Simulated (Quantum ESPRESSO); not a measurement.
TiC: band structure with LDA

TiC:

```
Ti C
1.0
     0.00000    2.16572    2.16572
     2.16572    0.00000    2.16572
     2.16572    2.16572    0.00000
Ti C
1 1
Direct
  0.00000 0.00000 0.00000
  0.50000 0.50000 0.50000
```

The cell is a database's computed one.

* Program: Quantum ESPRESSO 7.5
* Task: band structure
* Functional: LDA
* Potentials or basis: PseudoDojo 0.4.1 SR LDA standard
* Cutoff: 1143 eV
* Density cutoff: 4572 eV
* k mesh: 11 × 11 × 11
* Occupations: fermi-dirac, width 0.05 eV
* Spin: no spin polarisation
* Form of the LDA correlation: PW92
* Mixing beta: 0.5
* Most SCF iterations: 120
* SCF threshold: 4e-10 Ry

```json
{
 "Pressure": "-12.3 GPa",
 "Band gap on the k mesh": "none (metal or under the smearing width)"
}
```

Levels at the corners of the path, in eV from the Fermi level:
```
point  band 5  band 6  band 7  band 8  band 9  band 10  band 11  band 12
    Γ  -12.29    0.59    0.59    0.59    1.63     1.63     1.63     1.69
    X   -9.99   -3.43   -1.72   -0.07   -0.07     2.70     3.44     3.44
    W   -9.38   -3.18   -3.18   -2.75    2.72     2.72     3.45     5.15
    K   -9.45   -3.52   -3.37   -1.76    1.39     3.06     3.75     5.42
    Γ  -12.29    0.59    0.59    0.59    1.63     1.63     1.63     1.69
    L   -8.74   -5.89   -2.95   -2.95    2.84     2.84     4.03     8.14
    U   -9.45   -3.52   -3.37   -1.76    1.39     3.06     3.75     5.42
    W   -9.38   -3.18   -3.18   -2.75    2.72     2.72     3.45     5.15
    L   -8.74   -5.89   -2.95   -2.95    2.84     2.84     4.03     8.14
    K   -9.45   -3.52   -3.37   -1.76    1.39     3.06     3.75     5.42
    U   -9.45   -3.52   -3.37   -1.76    1.39     3.06     3.75     5.42
    X   -9.99   -3.43   -1.72   -0.07   -0.07     2.70     3.44     3.44
```

Run time: 35 s on 1 thread of Intel(R) Xeon(R) CPU @ 2.60GHz (Ice Lake), on a shared host, peak memory 0.09 GiB.
